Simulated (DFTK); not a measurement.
## W: band structure with LDA-Teter93

The system is W.

```
W
1.0
    -1.58234    1.58234    1.58234
     1.58234   -1.58234    1.58234
     1.58234    1.58234   -1.58234
W
1
Cartesian
  0.0000 0.0000 0.0000
```

| Item | Value |
| --- | --- |
| Program | DFTK 0.8.2 |
| Task | band structure |
| Functional | LDA-Teter93 |
| Potentials or basis | dojo.nc.sr.lda.v0_4_1.stringent.upf (LDA) |
| Cutoff | 1687 eV |
| k mesh | 11 × 11 × 11 |
| Occupations | fermi-dirac, width 0.05 eV |
| Spin | no spin polarisation |
| Valence electrons | W 28 |
| SCF tolerance on the density | 1e-06 |

| Property | Result |
| --- | --- |
| Pressure | -8.8 GPa |
| Band gap on the k mesh | none (metal or under the smearing width) |

Levels at the corners of the path, in eV from the Fermi level:
```csv
point,band 10,band 11,band 12,band 13,band 14,band 15,band 16,band 17,band 18,band 19
Γ,-28.22,-28.10,-9.61,-1.26,-1.26,-1.26,2.17,2.17,14.61,14.61
H,-28.17,-28.17,-5.84,-5.84,5.14,5.14,5.14,8.31,8.31,8.31
N,-28.18,-28.13,-6.27,-3.58,0.79,2.07,3.04,6.13,11.00,11.57
Γ,-28.22,-28.10,-9.61,-1.26,-1.26,-1.26,2.17,2.17,14.61,14.61
P,-28.19,-28.14,-2.93,-2.93,-2.93,3.20,3.20,6.52,12.29,12.29
H,-28.17,-28.17,-5.84,-5.84,5.14,5.14,5.14,8.31,8.31,8.31
P,-28.19,-28.14,-2.93,-2.93,-2.93,3.20,3.20,6.52,12.29,12.29
N,-28.18,-28.13,-6.27,-3.58,0.79,2.07,3.04,6.13,11.00,11.57
```

It took 120 s on 1 thread of Intel(R) Xeon(R) 6975P-C (Granite Rapids), on a shared host, peak memory 1.9 GiB.

Caveat: spin-orbit coupling is left out, which moves the levels of the heavy elements.
